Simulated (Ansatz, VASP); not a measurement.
# SnSe: VASP beside Ansatz

File INCAR:

```
SYSTEM = SnSe
ALGO = Normal ; EDIFF = 1E-6
ENCUT = 520 ; GGA = PE
ISIF = 2 ; ISMEAR = -1
LASPH = .True. ; LCHARG = .False.
LREAL = .False. ; LWAVE = .False.
NBANDS = 17 ; NELM = 60
PREC = Accurate ; SIGMA = 0.02
```

File KPOINTS:

```
k-points
0
Gamma
  4 4 4
  0 0 0
```

File POSCAR:

```
SnSe
1.0
    0.0000000000      3.3639842986      3.3639842986
    3.3639842986      0.0000000000      3.3639842986
    3.3639842986      3.3639842986      0.0000000000
Sn Se
1 1
Direct
    0.0000000000      0.0000000000      0.0000000000
    0.2500000000      0.2500000000      0.2500000000
```

Input for Ansatz:

```yaml
crystal:
  lattice:
    - [0.0, 3.3639842986, 3.3639842986]
    - [3.3639842986, 0.0, 3.3639842986]
    - [3.3639842986, 3.3639842986, 0.0]
  atoms:
    - { symbol: Sn, position: [0.0, 0.0, 0.0] }
    - { symbol: Se, position: [0.25, 0.25, 0.25] }
kpoints:
  mp_grid: { grid: [4, 4, 4] }
hamiltonian:
  xc: pbe
scf:
  occupations: { method: fermi_dirac, width: 0.02 }
  n_extra_bands: 4
output:
  forces: true
  stress: true
  eigenvalues: true
```

The cell was built by a generator and needn't be a form met in nature.

Alike in both runs: task single point; functional PBE; k mesh 4 × 4 × 4; occupations fermi-dirac, width 0.02 eV; no spin polarisation.

|  | VASP | Ansatz |
| --- | --- | --- |
| version | VASP 6.6.1 | Ansatz 0.2.0 |
| potentials or method | VASP PAW PBE potentials, release 64 (Sn_d, Se) | plane waves, PAW |
| plane-wave cutoff (eV) | 520 | 420 |
| valence electrons in the cell | 20 | 30 |

```tsv
	VASP	Ansatz	Ansatz less VASP
pressure (GPa)	0.2	0.2	+0.01
```

The two sets of potentials don't hold the same shells in valence.

Caveats: the k mesh is coarse (spacing up to 0.40 Å⁻¹), so the values aren't converged.
